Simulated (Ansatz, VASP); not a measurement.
# Cross-check of ZnSe (Stilleite) between VASP and Ansatz

Wanted: the spread between two codes on one cell, functional and k mesh.

Method: plane waves, with VASP 6.6.1 beside it; band structure at r2SCAN-EpsX with an exact-exchange share of 0.129, in Ansatz 0.2.0.

### 1. The starting structure

It takes space group F-43m (No. 216, cubic). The conventional cell has a = 5.668 Å, b = 5.668 Å, c = 5.668 Å, α = 90.00°, β = 90.00°, γ = 90.00°. Zn has 4 Se at 2.45 Å nearest. Nearest to Se lie 4 Zn at 2.45 Å. Farther neighbours and most contacts between anions are not listed.

Coordinates:

```cif
data_structure
_symmetry_space_group_name_H-M 'P 1'
_symmetry_Int_Tables_number 1
_cell_length_a 4.0076
_cell_length_b 4.0076
_cell_length_c 4.0076
_cell_angle_alpha 60.000
_cell_angle_beta 60.000
_cell_angle_gamma 60.000
_cell_volume 45.51
loop_
_atom_site_label
_atom_site_type_symbol
_atom_site_fract_x
_atom_site_fract_y
_atom_site_fract_z
_atom_site_occupancy
Zn1 Zn 0.00000 0.00000 0.00000 1
Se2 Se 0.25000 0.25000 0.25000 1
```

### 2. VASP: band structure, r2SCAN-EpsX with an exact-exchange share of 0.129

Levels along a path test the potential and the projectors away from the mesh points.

Lines of VASP's logs that name or quote its potential files are left out, and so is its time.

The run reads the wave functions of an earlier VASP run, which isn't shown here.

INCAR reads:

```
SYSTEM = ZnSe
PREC = Accurate
ENCUT = 400
EDIFF = 1E-06
NELM = 100
ISMEAR = 0
SIGMA = 0.02
LREAL = .FALSE.
ALGO = Normal
LHFCALC = .TRUE.
AEXX = 0.129
METAGGA = R2SCAN
LASPH = .TRUE.
NBANDS = 15
PRECFOCK = Fast
HFRCUT = -1
LORBIT = 11
LWAVE = .FALSE.
LCHARG = .FALSE.
KPAR = 4
```

POSCAR reads:

```
ZnSe
1.0
    0.0000000000      2.8338000000      2.8338000000
    2.8338000000      0.0000000000      2.8338000000
    2.8338000000      2.8338000000      0.0000000000
Zn Se
1 1
Direct
    0.0000000000      0.0000000000      0.0000000000
    0.2500000000      0.2500000000      0.2500000000
```

KPOINTS reads:

```
Automatic mesh
0
Gamma
4 4 4
0 0 0
```

KPOINTS_OPT reads:

```
Line mode
6
Line-mode
Reciprocal
  0.00000000   0.00000000   0.00000000 GAMMA
  0.50000000   0.00000000   0.50000000 X

  0.50000000   0.00000000   0.50000000 X
  0.50000000   0.25000000   0.75000000 W

  0.50000000   0.25000000   0.75000000 W
  0.37500000   0.37500000   0.75000000 K

  0.37500000   0.37500000   0.75000000 K
  0.00000000   0.00000000   0.00000000 GAMMA

  0.00000000   0.00000000   0.00000000 GAMMA
  0.50000000   0.50000000   0.50000000 L

  0.50000000   0.50000000   0.50000000 L
  0.62500000   0.25000000   0.62500000 U

  0.62500000   0.25000000   0.62500000 U
  0.50000000   0.25000000   0.75000000 W

  0.50000000   0.25000000   0.75000000 W
  0.50000000   0.50000000   0.50000000 L

  0.50000000   0.50000000   0.50000000 L
  0.37500000   0.37500000   0.75000000 K

  0.62500000   0.25000000   0.62500000 U
  0.50000000   0.00000000   0.50000000 X
```

The projector-augmented-wave data sets are Zn and Se (PBE family, release 64).

Launch:

```sh
$ mpirun -np 4 vasp_std
```

Numbers of over 12 decimals in the logs are rounded to 6 here.

The log of the run:

```text
[banner, memory and clock lines left out]
running    4 mpi-ranks, on    1 nodes
 distrk:  each k-point on    1 cores,    4 groups
 distr:  one band on    1 cores,    1 groups

 POSCAR found type information on POSCAR ZnSe
 POSCAR found :  2 types and       2 ions
|                                                                             |
|               ----> ADVICE to this user running VASP <----                  |
|                                                                             |
|     You enforced a specific xc type in the INCAR file but a different       |
|     [... a line on the potential file left out ...]
|     I HOPE YOU KNOW WHAT YOU ARE DOING!                                     |
|                                                                             |

 LDA part: xc-table for (None), standard interpolation
 found WAVECAR, reading the header
 POSCAR, INCAR and KPOINTS ok, starting setup
 FFT: planning ... GRIDC
 FFT: planning ... GRID_SOFT
 FFT: planning ... GRID
 HFRCUT set to (new)   8.859509
 reading WAVECAR
 the WAVECAR file was read successfully
 initial charge from wavefunction
 entering main loop
       N       E                     dE             d eps       ncg     rms          rms(c)
DAV:   1    -0.235821030803E+02   -0.23582E+02   -0.76578E-01   240   0.193E+01    0.215E+00
DAV:   2    -0.235575129036E+02    0.24590E-01   -0.18257E-01   275   0.923E+00    0.900E-01
DAV:   3    -0.235607594818E+02   -0.32466E-02   -0.14707E-02   296   0.167E+00    0.557E-01
DAV:   4    -0.235609038394E+02   -0.14436E-03   -0.92037E-04   276   0.465E-01    0.337E-01
DAV:   5    -0.235609484868E+02   -0.44647E-04   -0.22601E-04   304   0.132E-01    0.197E-01
DAV:   6    -0.235609965056E+02   -0.48019E-04   -0.54330E-05   282   0.786E-02    0.116E-01
DAV:   7    -0.235610224335E+02   -0.25928E-04   -0.66283E-06   268   0.274E-02    0.664E-02
DAV:   8    -0.235610353953E+02   -0.12962E-04   -0.30120E-06   261   0.179E-02    0.376E-02
DAV:   9    -0.235610425088E+02   -0.71134E-05   -0.10249E-06   218   0.104E-02    0.214E-02
DAV:  10    -0.235610464308E+02   -0.39221E-05   -0.52430E-07   134   0.744E-03    0.119E-02
DAV:  11    -0.235610486481E+02   -0.22173E-05   -0.19581E-07   120   0.465E-03    0.676E-03
DAV:  12    -0.235610499307E+02   -0.12826E-05   -0.84721E-08   120   0.302E-03    0.376E-03
DAV:  13    -0.235610506778E+02   -0.74705E-06   -0.36609E-08   120   0.198E-03
   1 F= -.23561051E+02 E0= -.23561051E+02  d E =-.604977E-26
 Start KPOINTS_OPT (optional k-point list driver)
k-point batch [1-8\60]
       N       E                     dE             ncg
DAV:   1    -0.261270251558E+01   -0.29080E+04      240
DAV:   2    -0.734466987142E+03   -0.73185E+03      268
DAV:   3    -0.779844192735E+03   -0.45377E+02      289
DAV:   4    -0.780339677505E+03   -0.49548E+00      324
DAV:   5    -0.780342107902E+03   -0.24304E-02      324
DAV:   6    -0.780342124911E+03   -0.17009E-04      324
DAV:   7    -0.780342125080E+03   -0.16865E-06      253
[...]
k-point batch [57-60\60]
       N       E                     dE             ncg
DAV:   1     0.205635884123E+04   -0.24628E+04      120
DAV:   2     0.169654539366E+04   -0.35981E+03      141
DAV:   3     0.167526547935E+04   -0.21280E+02      148
DAV:   4     0.167504144696E+04   -0.22403E+00      176
DAV:   5     0.167504032023E+04   -0.11267E-02      169
DAV:   6     0.167504031281E+04   -0.74162E-05      169
DAV:   7     0.167504031275E+04   -0.65164E-07      137
```

OUTCAR, selected parts (step 2):

```text
ion  position               nearest neighbor table
   1  0.000  0.000  0.000-   2 2.45   2 2.45   2 2.45   2 2.45
   2  0.250  0.250  0.250-   1 2.45   1 2.45   1 2.45   1 2.45

  LATTYP: Found a face centered cubic cell.
 ALAT       =     5.6676000000

 Subroutine GETGRP returns: Found 24 space group operations
 (whereof 24 operations were pure point group operations)

The static configuration has the point symmetry T_d .

 Found      8 irreducible k-points:

   k-points           NKPTS =      8   k-points in BZ     NKDIM =     64   number of bands    NBANDS=     15

   dimension x,y,z NGX =    28 NGY =   28 NGZ =   28
   dimension x,y,z NGXF=    56 NGYF=   56 NGZF=   56

   ENCUT  =  400.0 eV  29.40 Ry    5.42 a.u.   6.54  6.54  6.54*2*pi/ulx,y,z

   NELECT =      18.0000    total number of electrons

 k-points in reciprocal lattice and weights: Automatic mesh
   0.00000000  0.00000000  0.00000000       0.016
   0.25000000  0.00000000  0.00000000       0.125
   0.50000000  0.00000000  0.00000000       0.062
   0.25000000  0.25000000  0.00000000       0.094
   0.50000000  0.25000000  0.00000000       0.375
  -0.25000000  0.25000000  0.00000000       0.188
   0.50000000  0.50000000  0.00000000       0.047
  -0.25000000  0.50000000  0.25000000       0.094

  exchange ACFDT corr.  =         0.00000000  see jH, gK, PRB 81, 115126

 average (electrostatic) potential at core
       1 -37.7381       2 -57.5760

 E-fermi :   0.9968

 k-point     1 :       0.0000    0.0000    0.0000
  band No.  band energies     occupation
    ...
      5      -6.3408      2.00000
      6      -6.3408      2.00000
      7       0.8514      2.00000
      8       0.8514      2.00000
      9       0.8514      2.00000
     10       3.5300      0.00000
     11       8.0351      0.00000
     12       8.0353      0.00000
     13       8.0353      0.00000
     14      12.3704      0.00000
    ...

 k-point     2 :       0.2500    0.0000    0.0000
  band No.  band energies     occupation
    ...
      5      -6.3407      2.00000
      6      -6.3407      2.00000
      7      -2.3095      2.00000
      8       0.3555      2.00000
      9       0.3555      2.00000
     10       4.9662      0.00000
     11       8.6852      0.00000
     12       8.6854      0.00000
     13       8.8111      0.00000
     14      12.7338      0.00000
    ...

 k-point     3 :       0.5000    0.0000    0.0000
  band No.  band energies     occupation
    ...
      5      -6.3252      2.00000
      6      -6.1722      2.00000
      7      -4.6303      2.00000
      8      -0.0590      2.00000
      9      -0.0589      2.00000
     10       4.7338      0.00000
     11       8.5715      0.00000
     12       8.5716      0.00000
     13      10.7813      0.00000
     14      13.4866      0.00000
    ...

  energy-cutoff  :      400.00
  volume of cell :       45.51
      direct lattice vectors                 reciprocal lattice vectors
     0.000000000  2.833800000  2.833800000    -0.176441527  0.176441527  0.176441527
     2.833800000  0.000000000  2.833800000     0.176441527 -0.176441527  0.176441527
     2.833800000  2.833800000  0.000000000     0.176441527  0.176441527 -0.176441527

 POSITION                                       TOTAL-FORCE (eV/Angst)
 -----------------------------------------------------------------------------------
      0.00000      0.00000      0.00000         0.000000      0.000000      0.000000
      1.41690      1.41690      1.41690        -0.000000     -0.000000     -0.000000
 -----------------------------------------------------------------------------------
    total drift:                                0.000116      0.000062      0.000062

  FREE ENERGIE OF THE ION-ELECTRON SYSTEM (eV)
  ---------------------------------------------------
  free  energy   TOTEN  =       -23.5610506778 eV

  energy  without entropy=      -23.5610506778  energy(sigma->0) =      -23.56105068

 total charge
# of ion       s       p       d       tot
------------------------------------------
    1        0.491   0.442   9.820  10.753
    2        1.430   2.519   0.027   3.976
--------------------------------------------------
tot          1.921   2.960   9.847  14.729

[... 3 further parts left out ...]
```

The k-mesh is coarse for unscreened exact exchange, which converges slowly with it.

[end of part 1 of 2]

[Lines on the potential files, build, host, timing and source positions are cut from VASP's logs without a mark.]

[Logs are printed without paths, hosts, clocks, repeated set-up lines and the standing remarks that a program may print on its own settings, such as how far it seeks lower states.]

[Hosts, paths, dates, database ids (printed as entryN), source tags and the programs' standing remarks are cut or masked in the printed files.]
